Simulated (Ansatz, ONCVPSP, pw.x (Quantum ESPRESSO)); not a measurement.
# From atom to crystal: ONCV potential for Be

ONCVPSP 4.0.1 input, shortened (lines: element, Z, core and valence counts, functional; n l f; lmax; l rc ep ncon nbas qcut; lloc lpopt rc5 dvloc0; l nproj debl; icmod fcfact rcfact), PBE, scalar-relativistic:

```
  Be 4.00    0    2        4      upf
    1    0    2.00
    2    0    2.00
    1
    0    0.90    0.00    4    9   12.10
    1    0.90    0.43    3    8    8.80
    1    5    0.90    0.00
    0    2    3.90
    1    0    1.90
    0    0.00    0.00
```

Crystal test: fcc Be in pw.x 7.5, no spin, 18³ k-points, Fermi–Dirac smearing 0.01 Ry, cutoffs 165/660 Ry. The reference is all-electron LAPW (Ansatz 0.2.0) with the same functional, mesh and smearing; V0 and B0 come from Birch–Murnaghan fits to the pressures at five volumes. Errors are pseudo minus all-electron; Δ is the rms difference of the E(V) curves that follow from these fits, minima aligned, over ±6 % about the mean V0. Mesh and smearing are coarse, so the numbers serve the comparison and aren't converged zero-temperature values; the lattice is a test structure that the element need not adopt.

```tsv
V (Å³/atom)	P all-electron (GPa)	P pseudo (GPa)
7.518	6.22	6.66
7.716	2.75	3.16
7.914	-0.36	0.03
8.112	-3.15	-2.78
8.310	-5.65	-5.30
```

All-electron: a0 = 3.160 Å (V0 = 7.89 Å³/atom), B0 = 119.0 GPa.

Pseudopotential: mean pressure error (GPa): +0.39; a0 (Å): 3.164; a0 error (%): +0.11; B0 error (%): -0.4; Δ (meV/atom): 0.7.

Problem. At the middle volume, how do free energy and pressure move when the wave cutoff is lowered (ecutrho kept at four times it)?

Solution.

```tsv
cutoff (Ry)	shift of F (meV/atom)	shift of P (GPa)
74	+3978.5	-272.69
99	+583.3	-67.23
132	+16.4	-4.10
```

Input at the middle volume:

```
&control
  calculation='scf', prefix='x', pseudo_dir='./', outdir='./tmp', tstress=.true., disk_io='none'
/
&system
  ibrav=0, nat=1, ntyp=1, ecutwfc=165, ecutrho=660, nbnd=9,
  occupations='smearing', smearing='fd', degauss=0.01
/
&electrons
  conv_thr=1e-09, mixing_beta=0.4, electron_maxstep=70
/
ATOMIC_SPECIES
Be 1.0 Be.UPF
CELL_PARAMETERS angstrom
  0.00000000 1.58169236 1.58169236
  1.58169236 0.00000000 1.58169236
  1.58169236 1.58169236 0.00000000
ATOMIC_POSITIONS crystal
Be 0.0000 0.0000 0.0000
K_POINTS automatic
18 18 18 0 0 0
```

```bash
pw.x < Be.scf.in > Be.scf.out
```

Lines of the output:

```
Message from routine setup:
     using ibrav=0 with symmetry is DISCOURAGED, use correct ibrav instead
     lattice parameter (alat)  =       4.2270  a.u.
     unit-cell volume          =      53.4063 (a.u.)^3
     number of electrons       =         4.00
     number of Kohn-Sham states=            9
     kinetic-energy cutoff     =     165.0000  Ry
     charge density cutoff     =     660.0000  Ry
     scf convergence threshold =      1.0E-09
     Exchange-correlation= PBE
     number of k points=   195  Fermi-Dirac smearing, width (Ry)=  0.0100
     iteration #  1     ecut=   165.00 Ry     beta= 0.40
     total energy              =     -28.81883056 Ry
     estimated scf accuracy    <       0.00076138 Ry
     iteration #  2     ecut=   165.00 Ry     beta= 0.40
     total energy              =     -28.81876551 Ry
     estimated scf accuracy    <       0.00024159 Ry
     iteration #  3     ecut=   165.00 Ry     beta= 0.40
     total energy              =     -28.81877859 Ry
     estimated scf accuracy    <       0.00000042 Ry
     iteration #  4     ecut=   165.00 Ry     beta= 0.40
     total energy              =     -28.81877872 Ry
     estimated scf accuracy    <          3.9E-09 Ry
     iteration #  5     ecut=   165.00 Ry     beta= 0.40
     the Fermi energy is     9.1051 ev
!    total energy              =     -28.81877872 Ry
     estimated scf accuracy    <          6.5E-10 Ry
     smearing contrib. (-TS)   =      -0.00053441 Ry
     The total energy is F=E-TS. E is the sum of the following terms:
     one-electron contribution =     -16.35583718 Ry
     hartree contribution      =       5.20949522 Ry
     xc contribution           =      -5.40046658 Ry
     ewald contribution        =     -12.27143577 Ry
     convergence has been achieved in   5 iterations
          total   stress  (Ry/bohr**3)                   (kbar)     P=        0.25
     Message from routine punch:
     Nothing written, as per user request (disk_io='none')
```

The 8 pw.x runs together took about 2.5 min on one core of a shared server CPU.
